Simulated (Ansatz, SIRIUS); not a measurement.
This is a calculation of TiAl for Ansatz 0.2.0. The cell comes from a database or a generator and needn't be the stable form of this composition.

File input.yaml:

```yaml
crystal:
  lattice:
    - [3.179064, 0.0, 0.0]
    - [0.0, 3.179064, 0.0]
    - [0.0, 0.0, 3.179064]
  atoms:
    - { symbol: Ti, position: [0.0, 0.0, 0.0] }
    - { symbol: Al, position: [0.5, 0.5, 0.5] }
hamiltonian:
  xc: pbesol
  pseudopotentials: { kind: paw }
kpoints:
  mp_grid: { grid: [8, 8, 8] }
scf:
  occupations: { method: fermi_dirac, width: 0.05 }
output:
  forces: true
  stress: true
  eigenvalues: true
  write_density: true
  write_potential: true
  elf: true
  volumetric_format: npy
```

Potentials or basis: Ansatz PAW.

Launch:

```bash
$ ansatz run input.yaml --threads 1 --pin off --max-ram 3584MiB --backend cpu --events-out ev --progress --plain --runs-dir out
```

Translate it to SIRIUS 7.12.0. Potentials or basis there: PseudoDojo 0.4.1 PBEsol standard (scalar relativistic), cutoff 1152 eV.

As run (cutoffs and basis follow the program's own potentials, and thresholds, step limits or extra output files can differ):

Contents of sirius.json:

```json
{
  "control": {
    "processing_unit": "cpu",
    "verbosity": 2,
    "num_bands_to_print": 14,
    "print_forces": true,
    "print_stress": true
  },
  "parameters": {
    "electronic_structure_method": "pseudopotential",
    "xc_functionals": ["XC_GGA_X_PBE_SOL", "XC_GGA_C_PBE_SOL"],
    "gk_cutoff": 9.2,
    "pw_cutoff": 18.4,
    "ngridk": [8, 8, 8],
    "shiftk": [0, 0, 0],
    "smearing": "fermi_dirac",
    "smearing_width": 0.0018374661,
    "num_bands": 14,
    "num_mag_dims": 0,
    "num_dft_iter": 100,
    "energy_tol": 1e-08,
    "density_tol": 1e-06
  },
  "iterative_solver": {
    "type": "davidson",
    "min_tolerance": 1e-10
  },
  "mixer": {
    "type": "anderson",
    "beta": 0.7,
    "max_history": 8
  },
  "settings": {
    "tol_ne": 1e-10,
    "pseudo_grid_cutoff": 6.5
  },
  "unit_cell": {
    "lattice_vectors": [
      [1.0, 0.0, 0.0],
      [0.0, 1.0, 0.0],
      [0.0, 0.0, 1.0]
    ],
    "lattice_vectors_scale": 6.0075602927,
    "atom_coordinate_units": "lattice",
    "atom_types": ["Ti", "Al"],
    "atom_files": {
      "Al": "Al.json",
      "Ti": "Ti.json"
    },
    "atoms": {
      "Ti": [
        [0.0, 0.0, 0.0]
      ],
      "Al": [
        [0.5, 0.5, 0.5]
      ]
    }
  }
}
```

Potentials or basis: PseudoDojo 0.4.1 PBEsol standard (scalar relativistic).

Launch:

```bash
$ upf_to_json Al.upf
$ upf_to_json Ti.upf
$ OMP_NUM_THREADS=1 sirius.scf --input=sirius.json --output=out.json --task=0
```

Both were run:

|  | Ansatz | SIRIUS |
| --- | --- | --- |
| Pressure | -2.4 GPa | -2.4 GPa |

Ansatz's pressure holds a Pulay term of +0.03 GPa for its cutoff of 420 eV, which the other run lacks.

Ansatz's potentials were made for PBE.

Where Ansatz's input types no cutoff or centring, it takes its own default and a Γ-centred mesh.

Pressure is positive in compression.
